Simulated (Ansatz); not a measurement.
The system is FeO.

```
Fe O
1.0
     2.61247    0.00000    0.00000
     0.00000    2.61247    0.00000
     0.00000    0.00000    2.61247
Fe O
1 1
Direct
  0.00000 0.00000 0.00000
  0.50000 0.50000 0.50000
```

The cell comes from a database or a generator and needn't be the stable form of this composition.

```yaml
Program: Ansatz 0.2.0
Task: single point
Functional: PBE
Potentials_or_basis: Ansatz PAW
Cutoff: "420 eV (not typed: the program's choice for these potentials)"
k_mesh: 10 × 10 × 10
Occupations: fermi-dirac, width 0.05 eV
Spin: collinear spin, ferromagnetic start
Starting_moments: "[3.0, 0.0] μB"
```

On this cell: pressure 9.3 GPa; largest force zero by symmetry; net moment 4.00 μB per cell; site moments Fe +3.44; O +0.40 μB; band gap on the k mesh none (metal or under the smearing width).

The same run follows on a disturbed copy (atoms moved at random, drawn with an rms of 0.05 Å):

```xyz
2
Lattice="2.6125 0.0000 0.0000 0.0000 2.6125 0.0000 0.0000 0.0000 2.6125" Properties=species:S:1:pos:R:3 pbc="T T T"
Fe    0.0329    0.0070   -0.0094
O     1.2648    1.3120    1.3072
```

Question: What changes?

Answer: The energy (extrapolated to zero smearing) moves by +2.3 meV/atom; pressure 9.8 GPa; largest force 0.124 eV/Å; net moment 4.00 μB per cell; site moments Fe +3.41; O +0.40 μB; band gap on the k mesh none (metal or under the smearing width).

Forces on the atoms (eV/Å):
```
Fe  -0.123 -0.002  0.018
O    0.123  0.002 -0.018
```

Stress tensor (GPa, compression positive):
```
 9.84  0.02 -0.16
 0.02  9.79  0.00
-0.16  0.00  9.79
```

Caveats: a cell with one magnetic atom can't hold antiferromagnetic order, which such compounds often take; semilocal functionals often make such compounds metallic where correlation or magnetic order opens a gap, which also shifts bond lengths.
